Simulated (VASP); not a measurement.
# NaH: optical spectrum of independent particles, by functional

NaH, Pm-3m (no. 221), 2 atoms in the cell.

| Functional | ε at zero frequency, electronic | Mean energy of the absorption, weighted by Im ε (eV) | Refractive index at 633 nm | Refractive index at 1064 nm | Direct gap on the mesh (eV) | Time (s) |
|---|---|---|---|---|---|---|
| PBE | 3.42 | 6.71 | 1.93 | 1.88 | 4.43 | 4.2 |
| LDA | 3.75 | 6.32 | 2.04 | 1.97 | 4.14 | 3.9 |
| PBEsol | 3.58 | 6.51 | 1.98 | 1.92 | 4.31 | 4.2 |
| r2SCAN | 3.04 | 7.43 | 1.80 | 1.76 | 5.09 | 22 |
| TB-mBJ | 2.09 | 9.79 | 1.46 | 1.45 | 7.09 | 41 |
| AM05 | 3.54 | 6.56 | 1.97 | 1.91 | 4.35 | 4.9 |

Limits: The pull between electron and hole is left out; rows 1, 2, 3, 4, 6: the onset follows the functional's gap, which semilocal functionals usually make too small.

## Input of the first row

INCAR:
```
SYSTEM = NaH
ALGO = Normal ; CSHIFT = 0.1
EDIFF = 1E-7 ; ENCUT = 300
GGA = PE ; ISMEAR = 0
KPAR = 4 ; LASPH = .TRUE.
LCHARG = .FALSE. ; LOPTICS = .TRUE.
LWAVE = .TRUE. ; NBANDS = 20
NEDOS = 2000 ; PREC = Accurate
SIGMA = 0.02
```

KPOINTS:
```
k-points
0
Gamma
  12 12 12
```

POSCAR:
```
NaH
1.0
    2.9551240000      0.0000000000      0.0000000000
    0.0000000000      2.9551240000      0.0000000000
    0.0000000000      0.0000000000      2.9551240000
Na H
1 1
Direct
    0.0000000000      0.0000000000      0.0000000000
    0.5000000000      0.5000000000      0.5000000000
```

Commands:
```
cat potpaw_PBE.64/Na_pv/POTCAR potpaw_PBE.64/H/POTCAR > POTCAR
mpirun -np 4 vasp_std > vasp.out
```

Changes of the last row against the first:
```
- GGA = PE
+ GGA = AM
```

VASP 6.6.1 took 4.2 s on 4 cores (AMD EPYC 7R43 (Zen 3)), a shared host.
